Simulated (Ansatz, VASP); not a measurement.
AlN: VASP beside Ansatz

```
CELL_PARAMETERS angstrom
2.97189 0.00000 0.00000
-1.48594 2.57373 0.00000
0.00000 0.00000 14.55919
ATOMIC_POSITIONS crystal
Al 0.00000 0.00000 0.18750
Al 0.00000 0.00000 0.68750
Al 0.33333 0.66667 0.52083
Al 0.66667 0.33333 0.02083
Al 0.33333 0.66667 0.85417
Al 0.66667 0.33333 0.35417
N 0.00000 0.00000 0.31250
N 0.00000 0.00000 0.81250
N 0.33333 0.66667 0.97917
N 0.66667 0.33333 0.47917
N 0.33333 0.66667 0.64583
N 0.66667 0.33333 0.14583
```

Alike in both runs: task single point; functional PBE; k mesh 6 × 6 × 2; occupations gaussian, width 0.1 eV; no spin polarisation.

```csv
,VASP,Ansatz
version,VASP 6.6.1,Ansatz 0.2.0
potentials or method,"VASP PAW PBE potentials, release 64 (Al, N)","scalar-relativistic, plane waves, PAW"
plane-wave cutoff (eV),520,420
valence electrons in the cell,48,48
```

VASP gave:

- gap on the k mesh at the Fermi level (eV): 3.93
- least direct gap on the mesh (eV): 4.44
- rms of the force components (eV/Å): 0.082

Q: Which values does Ansatz return?

A: gap on the k mesh at the Fermi level (eV): 3.94; least direct gap on the mesh (eV): 4.45; rms of the force components (eV/Å): 0.082.

Atom by atom the forces differ by 0.000 eV/Å (rms over components). With one functional, cell and mesh, what is left measures potentials, basis and numerics.

 A k mesh can miss the band edges.
